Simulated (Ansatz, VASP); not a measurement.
## BP in two plane-wave programs

One calculation is typed for both programs; each brings its own data sets and cutoff. How far apart do they land? The cell is taken from a series of VASP runs on this material, whose earlier steps may have relaxed, scaled or displaced it; both programs get it as it stands.

Method: plane waves, with VASP 6.6.1 beside it; relaxation of cell and atoms at PBEsol with D3(BJ), in Ansatz 0.2.0.

**1. Set-up**

Symmetry: F-43m, No. 216, cubic system. Conventional cell: a = 4.490 Å, b = 4.490 Å, c = 4.490 Å, α = 90.00°, β = 90.00°, γ = 90.00°. P has 4 B at 1.94 Å nearest. Nearest to B lie 4 P at 1.94 Å. Farther neighbours are not listed.

Structure file:

```
P B
1.0
     0.00000    2.24495    2.24495
     2.24495    0.00000    2.24495
     2.24495    2.24495    0.00000
P B
1 1
Direct
  0.75000 0.75000 0.75000
  0.00000 0.00000 0.00000
```

**2. VASP: relaxation of cell and atoms, PBEsol with D3(BJ)**

The relaxed volume is the usual yardstick between codes: its relative difference is about their pressure difference at one cell divided by the bulk modulus.

Lines of VASP's logs that name or quote its potential files are left out, and so is its time.

File INCAR:

```
SYSTEM = BP
PREC = Accurate
ENCUT = 450
EDIFF = 1E-07
NELM = 100
ISMEAR = 0
SIGMA = 0.03
LREAL = .FALSE.
ALGO = Normal
GGA = PS
IVDW = 12
NBANDS = 10
LORBIT = 11
LWAVE = .FALSE.
LCHARG = .FALSE.
KPAR = 2
IBRION = 2
NSW = 50
ISIF = 3
EDIFFG = -0.002
```

File POSCAR:

```
BP
1.0
    0.0000000000      2.2449498082      2.2449498082
    2.2449498082      0.0000000000      2.2449498082
    2.2449498082      2.2449498082      0.0000000000
P B
1 1
Direct
    0.7500000000      0.7500000000      0.7500000000
    0.0000000000      0.0000000000      0.0000000000
```

File KPOINTS:

```
Automatic mesh
0
Gamma
8 8 8
0 0 0
```

The projector-augmented-wave data sets are P and B (PBE family, release 64).

Command:

```console
$ mpirun -np 2 vasp_std
```

Numbers of over 12 decimals in the logs are rounded to 6 here.

The program printed:

```text
[banner, memory and clock lines left out]
running    2 mpi-ranks, on    1 nodes
 distrk:  each k-point on    1 cores,    2 groups
 distr:  one band on    1 cores,    1 groups

 POSCAR found type information on POSCAR P B
 POSCAR found :  2 types and       2 ions
|                                                                             |
|               ----> ADVICE to this user running VASP <----                  |
|                                                                             |
|     You enforced a specific xc type in the INCAR file but a different       |
|     [... a line on the potential file left out ...]
|     I HOPE YOU KNOW WHAT YOU ARE DOING!                                     |
|                                                                             |

 LDA part: xc-table for (Slater+PW92), standard interpolation
 POSCAR, INCAR and KPOINTS ok, starting setup
 FFT: planning ... GRIDC
 FFT: planning ... GRID_SOFT
 FFT: planning ... GRID
 WAVECAR not read
 entering main loop
       N       E                     dE             d eps       ncg     rms          rms(c)
DAV:   1     0.566139084226E+01    0.56614E+01   -0.36003E+03   580   0.636E+02
DAV:   2    -0.139878046681E+02   -0.19649E+02   -0.18947E+02   822   0.105E+02
DAV:   3    -0.144418327348E+02   -0.45403E+00   -0.45329E+00   688   0.143E+01
DAV:   4    -0.144437295350E+02   -0.18968E-02   -0.18966E-02   726   0.108E+00
DAV:   5    -0.144437382898E+02   -0.87548E-05   -0.87547E-05   698   0.669E-02    0.736E+00
DAV:   6    -0.137842897648E+02    0.65945E+00   -0.14359E+00   642   0.558E+00    0.395E+00
DAV:   7    -0.136749972762E+02    0.10929E+00   -0.27871E-01   730   0.278E+00    0.124E+00
DAV:   8    -0.136652379555E+02    0.97593E-02   -0.28596E-02   682   0.988E-01    0.190E-01
DAV:   9    -0.136653630908E+02   -0.12514E-03   -0.66240E-04   660   0.191E-01    0.108E-01
DAV:  10    -0.136654225298E+02   -0.59439E-04   -0.12274E-04   690   0.700E-02    0.230E-02
DAV:  11    -0.136654259760E+02   -0.34462E-05   -0.45605E-06   738   0.140E-02    0.256E-02
DAV:  12    -0.136654263283E+02   -0.35230E-06   -0.17627E-06   686   0.657E-03    0.720E-03
DAV:  13    -0.136654263144E+02    0.13917E-07   -0.40899E-08   334   0.152E-03
   1 F= -.14183174E+02 E0= -.14183174E+02  d E =-.141832E+02
 curvature:   0.00 expect dE= 0.000E+00 dE for cont linesearch  0.000E+00
 trial: gam= 0.00000 g(F)=  0.188E-47 g(S)=  0.109E-07 ort = 0.000E+00 (trialstep = 0.100E+01)
 search vector abs. value=  0.110E-07
 reached required accuracy - stopping structural energy minimisation
```

Parts of OUTCAR (step 2):

```text
ion  position               nearest neighbor table
   1  0.750  0.750  0.750-   2 1.94   2 1.94   2 1.94   2 1.94
   2  0.000  0.000  0.000-   1 1.94   1 1.94   1 1.94   1 1.94

  LATTYP: Found a face centered cubic cell.
 ALAT       =     4.4898996164

 Subroutine GETGRP returns: Found 24 space group operations
 (whereof 24 operations were pure point group operations)

The static configuration has the point symmetry T_d .

 Found     29 irreducible k-points:

   k-points           NKPTS =     29   k-points in BZ     NKDIM =     29   number of bands    NBANDS=     10

   dimension x,y,z NGX =    24 NGY =   24 NGZ =   24
   dimension x,y,z NGXF=    48 NGYF=   48 NGZF=   48

   ENCUT  =  450.0 eV  33.07 Ry    5.75 a.u.   5.49  5.49  5.49*2*pi/ulx,y,z

   NELECT =       8.0000    total number of electrons

 k-points in reciprocal lattice and weights: Automatic mesh
   0.00000000  0.00000000  0.00000000       0.002
   0.12500000  0.00000000  0.00000000       0.016
   0.25000000  0.00000000  0.00000000       0.016
   0.37500000  0.00000000  0.00000000       0.016
   0.50000000  0.00000000  0.00000000       0.008
   0.12500000  0.12500000  0.00000000       0.012
   0.25000000  0.12500000  0.00000000       0.047
   0.37500000  0.12500000  0.00000000       0.047
   0.50000000  0.12500000  0.00000000       0.047
[...]
-0.37500000  0.50000000  0.12500000       0.023
  -0.25000000  0.50000000  0.25000000       0.012

 average (electrostatic) potential at core
       1 -80.8037       2 -24.4209

 E-fermi :   7.9225

 k-point     1 :       0.0000    0.0000    0.0000
  band No.  band energies     occupation
      1      -7.9982      2.00000
      2       7.7888      2.00000
      3       7.7888      2.00000
      4       7.7888      2.00000
      5      11.1941      0.00000
      6      11.1941      0.00000
      7      11.1941      0.00000
      8      15.6198      0.00000
      9      19.2539      0.00000
    ...

 k-point     2 :       0.1250    0.0000    0.0000
  band No.  band energies     occupation
      1      -7.7087      2.00000
      2       5.8839      2.00000
      3       7.3438      2.00000
      4       7.3438      2.00000
      5      11.7727      0.00000
      6      11.8074      0.00000
      7      11.8074      0.00000
      8      16.3458      0.00000
      9      19.0268      0.00000
    ...

 k-point     3 :       0.2500    0.0000    0.0000
  band No.  band energies     occupation
      1      -6.8578      2.00000
      2       2.8119      2.00000
      3       6.6357      2.00000
      4       6.6357      2.00000
      5      11.8966      0.00000
      6      12.5766      0.00000
      7      12.5766      0.00000
      8      17.5944      0.00000
      9      18.7616      0.00000
    ...

 Edisp (eV)   -0.51775

  Total      -0.00039    -0.00039    -0.00039     0.00000     0.00000    -0.00000
  in kB      -0.02749    -0.02749    -0.02749     0.00000     0.00000    -0.00000
  external pressure =       -0.03 kB  Pullay stress =        0.00 kB

  energy-cutoff  :      450.00
  volume of cell :       22.63
      direct lattice vectors                 reciprocal lattice vectors
     0.000000000  2.244949808  2.244949808    -0.222722129  0.222722129  0.222722129
     2.244949808  0.000000000  2.244949808     0.222722129 -0.222722129  0.222722129
     2.244949808  2.244949808  0.000000000     0.222722129  0.222722129 -0.222722129

 POSITION                                       TOTAL-FORCE (eV/Angst)
 -----------------------------------------------------------------------------------
      3.36742      3.36742      3.36742         0.000000      0.000000      0.000000
      0.00000      0.00000      0.00000        -0.000000     -0.000000     -0.000000
 -----------------------------------------------------------------------------------
    total drift:                               -0.000000     -0.000000     -0.000000

  FREE ENERGIE OF THE ION-ELECTRON SYSTEM (eV)
  ---------------------------------------------------
  free  energy   TOTEN  =       -14.1831736706 eV

  energy  without entropy=      -14.1831736706  energy(sigma->0) =      -14.18317367

 reached required accuracy - stopping structural energy minimisation

 total charge
# of ion       s       p       d       tot
------------------------------------------
    1        0.990   1.591   0.000   2.580
    2        0.671   1.308   0.000   1.979
--------------------------------------------------
tot          1.660   2.899   0.000   4.559

[... 3 further parts left out ...]
```

The gap is read on the k-mesh alone, so it is an upper bound where the band edges lie off the mesh. The run keeps the 24 symmetry operations of its start, so it cannot find a distortion of lower symmetry.

**3. Ansatz: relaxation of cell and atoms, PBEsol with D3(BJ)**

Ansatz runs on its default PAW (the set named soft_2) files.

The same cell, functional, mesh and smearing now go to Ansatz, which takes its cutoff from its data sets.

File input.yaml:

```yaml
crystal:
  lattice:
    - [0.0, 2.2449498082, 2.2449498082]
    - [2.2449498082, 0.0, 2.2449498082]
    - [2.2449498082, 2.2449498082, 0.0]
  atoms:
    - { symbol: P, position: [0.75, 0.75, 0.75] }
    - { symbol: B, position: [0.0, 0.0, 0.0] }
hamiltonian:
  xc: pbesol
  pseudopotentials: { kind: paw }
  dispersion: d3bj
kpoints:
  mp_grid: { grid: [8, 8, 8] }
scf:
  occupations: { method: gaussian, width: 0.03 }
relax:
  f_tol: 0.01
  max_steps: 60
  cell: { stress_tol: 0.05 }
output:
  forces: true
  stress: true
```

Command:

```console
$ ansatz run input.yaml --threads 4 --pin off --max-ram 9216MiB --backend cpu --events-out ev --progress --plain --runs-dir out
```

The program printed:

```text
Engine: ansatz 0.2.0, aarch64-unknown-linux-gnu
Pseudopotentials: kind: paw
Pseudopotential: P, paw, valence charge 5, recommended cutoff 420 eV (normal), P.paw.azcp
Pseudopotential: B, paw, valence charge 3, recommended cutoff 420 eV (normal), B.paw.azcp
Functional definition: PBEsol
  exchange = pbesol_x
  correlation = pbesol_c
Crystal: 2 atoms, lattice volume = 22.628 Å³
Basis set: ecut = 420 eV, 459 PW (Γ), exchange–correlation on 48×48×48 points (8 copies of the dense FFT grid, shifted against one another)
Bands: 8, of which v1, the nominal top of the filled ones, is band 4 counted from 1 (3 counted from 0)
Symmetry: 24 space group operations
Space group: F-43m (ITA 216), of the structure as read, at distance tolerance 2.8e-5 Å
k-points: 29 of 512 (time reversal used)
Non-local potential: P, projectors of the file, l = 0: 2, l = 1: 2, l = 2: 2
Non-local potential: B, projectors of the file, l = 0: 2, l = 1: 2, l = 2: 1
PAW form: soft (Blöchl's): semilocal exchange-correlation on the pseudo side does not see the compensation charge
PAW frozen core: P, regenerated for the run's functional, and the local potential with it (the file was generated under x = pbe(κ = 0.804, μ = 0.219515), c = pbe(β = 0.066725))
PAW frozen core: B, regenerated for the run's functional, and the local potential with it (the file was generated under x = pbe(κ = 0.804, μ = 0.219515), c = pbe(β = 0.066725))
PAW one-centre angular grid: P, 110 points (default); XC on 64 Gauss nodes
PAW one-centre angular grid: B, 110 points (default); XC on 64 Gauss nodes
Initial density: superposition of atomic densities (neutral atoms: chi_scale 0, normalization atom), corrected by the library's trained network
Initial wavefunctions: pseudopotential atomic-orbital guess
Functional: x = pbesol(κ = 0.804, μ = 0.123457), c = pbesol(β = 0.046)
SCF iter   1: F=—  HF=-894.101321 eV  |F-HF|=—  |Δ(HF+E_count)|=         —  Δρ=4.63e-3  dr2=5.79e-3  ethr=1.77e-3  ⟨swp⟩=6.2  Hψ=2141  notcnv=0
preconditioner: auto → none  [insulator: Δε(μ)=1.095 eV  Ē_g=12.989 eV  σ=0.030 eV  W_gap=1.00  n_scr=0 (ndim 8)  ℏωp=22.1 eV  f_vac=0.000  D(μ)=0.00/eV (n_scr^D=0)  ε∞_Penn≈3.9]
SCF iter   2: F=—  HF=-894.099976 eV  |F-HF|=—  |Δ(HF+E_count)|=   1.34e-3  Δρ=1.65e-3  dr2=6.41e-4  ethr=7.24e-5  ⟨swp⟩=2.5  Hψ=628  notcnv=0
SCF iter   3: F=—  HF=-894.099831 eV  |F-HF|=—  |Δ(HF+E_count)|=   1.45e-4  Δρ=5.44e-4  dr2=5.70e-5  ethr=8.01e-6  ⟨swp⟩=2.4  Hψ=348  notcnv=0
SCF iter   4: F=—  HF=-894.099832 eV  |F-HF|=—  |Δ(HF+E_count)|=   9.01e-7  Δρ=1.26e-4  dr2=1.81e-6  ethr=7.12e-7  ⟨swp⟩=2.0  Hψ=348  notcnv=0
SCF iter   5: F=—  HF=-894.099833 eV  |F-HF|=—  |Δ(HF+E_count)|=   1.02e-6  Δρ=2.91e-5  dr2=2.39e-7  ethr=2.27e-8  ⟨swp⟩=2.5  Hψ=344  notcnv=0
SCF iter   6: F=-894.099833 eV  HF=-894.099833 eV  |F-HF|=1.52e-8  |Δ(HF+E_count)|=   7.18e-8  Δρ=8.93e-6  dr2=2.11e-8  ethr=1.25e-9  ⟨swp⟩=4.0  Hψ=693  notcnv=0
SCF 1 converged in 6 iterations: F = -894.099833 eV  dr2 = 2.11e-8
  greatest PAW one-centre occupation: 0.773 electrons in one spin orbital (limit 2), on the P atom at site 0 (counted from 0), in its partial waves of l = 0
relax step   1: F+E_penalty+E_count = -894.09983300 eV  Δ(F+E_penalty+E_count) = +0.000e0 eV  max|allowed force component| = 2.961e-16 eV/Å  Δτ_max = 0.0000 Å  P = -0.145 GPa  Ω = 22.628 Å³  (6 SCF iters, dr2 threshold 1.00e-7 eV, accepted)
[...]
relax step   2: F+E_penalty+E_count = -894.09984859 eV  Δ(F+E_penalty+E_count) = -1.559e-5 eV  max|allowed force component| = 1.295e-16 eV/Å  Δτ_max = 0.0000 Å  P = -0.066 GPa  Ω = 22.618 Å³  energy of the carried Pulay correction = +8.981e-6 eV  (3 SCF iters, dr2 threshold 5.28e-8 eV, accepted)
[...]
relax step   3: F+E_penalty+E_count = -894.09985787 eV  Δ(F+E_penalty+E_count) = -9.283e-6 eV  max|allowed force component| = 8.327e-17 eV/Å  Δτ_max = 0.0000 Å  P = -0.000 GPa  Ω = 22.610 Å³  energy of the carried Pulay correction = +1.653e-5 eV  (3 SCF iters, dr2 threshold 1.10e-8 eV, accepted)
[...]
relax step   4: F+E_penalty+E_count = -894.09985787 eV  Δ(F+E_penalty+E_count) = -9.393e-10 eV  max|allowed force component| = 6.476e-17 eV/Å  Δτ_max = 0.0000 Å  P = -0.001 GPa  Ω = 22.610 Å³  stress off target by 8.91e-4 GPa  SCF on the basis re-selected at this cell (its energy is not comparable with the rows above)  (4 SCF iters)
basis re-selected at this cell: Δ(F+E_penalty+E_count) = -9.393e-10 eV, ΔP = -0.001 GPa vs the last step (what re-selecting the basis moved, of the pressure what is left beyond the Pulay correction that the steps carried, after the strain that the cell walked since its last selection, with what the two solves' SCF thresholds leave and, on support functions, any second-order correction that the steps lacked; it is no  [...]
SCF converged after 4 iterations
Free energy (F): -894.099858 eV
Harris-Foulkes:  -894.099858 eV  (|F-HF|=6.37e-12)
Internal energy: -894.099858 eV  (E = F + TS)
E sigma→0 (E₀):  -894.099858 eV
Fermi energy:    10.240989 eV
--- Per-component energies (eV) ---
  E_band       = 24.284457
  E_kinetic    = 123.066015
  E_local      = -65.395077  (includes V_loc(G=0)·N_el)
  E_nonlocal   = 45.436782
  E_hartree    = 16.341355
  E_xc         = -94.753451
  E_vxc        = -101.079972  (∫ρ·V_xc dr)
  E_paw        = -629.709267  (= ΣΔE_a)
  E_vpaw       = -10.425995  (= ΣTr[D̂ρ^β])
  E_aug_tail   = 0.000000  (compensation charges beyond the density's cutoff)
  E_ewald      = -288.628713
  E_disp       = -0.518308  (pairwise vdW)
  E_core_change = 0.060807  (= ΣΔE_core)
  E_smearing   = -0.000000  (= −TS)
  E_closure    = 0.000000  (closes the sum)
  Σ components = -894.099858   (vs F -894.099858, Δ=0.00e0)
--- Forces (eV/Å), atoms counted from 1 ---
  atom   1  P      0.00000000     0.00000000     0.00000000
  atom   2  B     -0.00000000     0.00000000     0.00000000
  max |Σ_I F_I| component: 1.94e-16 eV/Å
--- Stress (GPa, compression-positive) ---
       -0.000891       0.000000       0.000000
        0.000000      -0.000891       0.000000
        0.000000       0.000000      -0.000891
  P = ⅓ Tr σ = -0.0009 GPa (-0.009 kbar)
--- Relaxed structure (3 steps of the walk, 3 accepted, 1 SCFs on fresh bases) ---
  F+E_penalty+E_count = -894.09985787 eV   max|allowed force component| = 6.476e-17 eV/Å   (the final SCF, on the basis selected at the relaxed cell)
  cell:  # Å, volume = 22.6097 Å³
    - [0, 2.244338, 2.244338]
    - [2.244338, 0, 2.244338]
    - [2.244338, 2.244338, 0]
  atoms:
    - { symbol: P, position: [0.75, 0.75, 0.75] }
    - { symbol: B, position: [0, 0, 0] }
```

The job ended after 1.4 s (4 threads of Arm Neoverse V2, shared host; peak memory 0.27 GiB; 3 s of CPU time).

**4. Differences**

Known differences besides the potentials themselves: both relaxations stop at a tolerance, which leaves soft axes loose, and VASP keeps its plane-wave basis; the cutoff is 420 eV in Ansatz and 450 eV in VASP; Ansatz makes its cores anew for this functional, VASP keeps those of its PBE data sets; VASP leaves aspherical gradient terms in its spheres out (LASPH is not set), Ansatz keeps them; Ansatz adds a Pulay correction to the stress that steers its cell, VASP none. Total energies have different zeros and are not compared.

Both answers:

```tsv
quantity	Ansatz	VASP	difference
volume (Å³)	22.61	22.63	-0.08 %
edge a after relaxation, in the typed setting (Å)	3.174	3.175	-0.03 %
```

The walks stopped with 0.00 GPa left in Ansatz and 0.00 GPa in VASP; each walk ends within a tolerance, so the volume difference is uncertain by about these residues over the bulk modulus, most in soft cells.

**5. Outcome**

| Item | Value |
| --- | --- |
| difference in volume (relaxation of cell and atoms, PBEsol with D3(BJ)) | -0.082 % |

In words: The difference in volume is -0.082 % (relaxation of cell and atoms, PBEsol with D3(BJ)), within the 1.2 % picked in this series as the mark of a large difference, as far as the stopping tolerances let one tell. Such differences can come from data sets, numerical settings and the points named under the comparisons, not from the functional's error against experiment.

[Lines on the potential files, build, host, timing and source positions are cut from VASP's logs without a mark.]

[Logs are printed without paths, hosts, clocks, repeated set-up lines and the standing remarks that a program may print on its own settings, such as how far it seeks lower states.]

[Hosts, paths, dates, database ids (printed as entryN), source tags and the programs' standing remarks are cut or masked in the printed files.]
